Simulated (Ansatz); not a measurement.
# Nb: the cost of one run

Computed with Ansatz 0.2.0 (DFT PBE, scalar-relativistic, plane waves, PAW, unless a step's input says otherwise).

## Step 1: The system as given

Symmetry: P6_3/mmc, No. 194, hexagonal system. The conventional cell has a = 3.732 Å, b = 3.732 Å, c = 6.158 Å, α = 90.00°, β = 90.00°, γ = 120.00°. Around Nb (site symmetry 3m) lie 4 Nb at 2.29 to 2.31 Å.

Coordinates:

```xyz
4
Lattice="3.7324 0.0000 0.0000 -1.8662 3.2324 0.0000 0.0000 0.0000 6.1585" Properties=species:S:1:pos:R:3 pbc="T T T"
Nb    0.0000    2.1549    2.6943
Nb    1.8662    1.0775    5.7736
Nb    1.8662    1.0775    3.4641
Nb    0.0000    2.1549    0.3849
```

This is candidate A: lonsdaleite type (P6_3/mmc, No. 194).

(A quick probe on a coarse mesh, which set the mesh and smearing, is not shown.)

## Step 3: Rough relaxation on the coarse mesh (candidate A)

input.yaml reads:

```yaml
crystal:
  lattice:
    - [3.7323992355, 0.0, 0.0]
    - [-1.8661996178, 3.2323525551, 0.0]
    - [0.0, 0.0, 6.1584587387]
  atoms:
    - { symbol: Nb, position: [0.3333333333, 0.6666666667, 0.4375] }
    - { symbol: Nb, position: [0.6666666667, 0.3333333333, 0.9375] }
    - { symbol: Nb, position: [0.6666666667, 0.3333333333, 0.5625] }
    - { symbol: Nb, position: [0.3333333333, 0.6666666667, 0.0625] }
basis:
  ecutwfc: 420
kpoints:
  mp_grid: { grid: [6, 6, 4] }
hamiltonian:
  xc: pbe
scf:
  occupations: { method: gaussian, width: 0.1 }
  lower_state_search: "off"
output:
  forces: true
  stress: true
  eigenvalues: true
relax:
  adjacent_minimum: "off"
  f_tol: 0.04
  max_steps: 70
  cell: { stress_tol: 0.4 }
```

**Question.** How long does this run take on 1 thread of an Arm CPU, shared host, and how much memory does it need?

About 55 s, with a peak of 0.35 GiB.
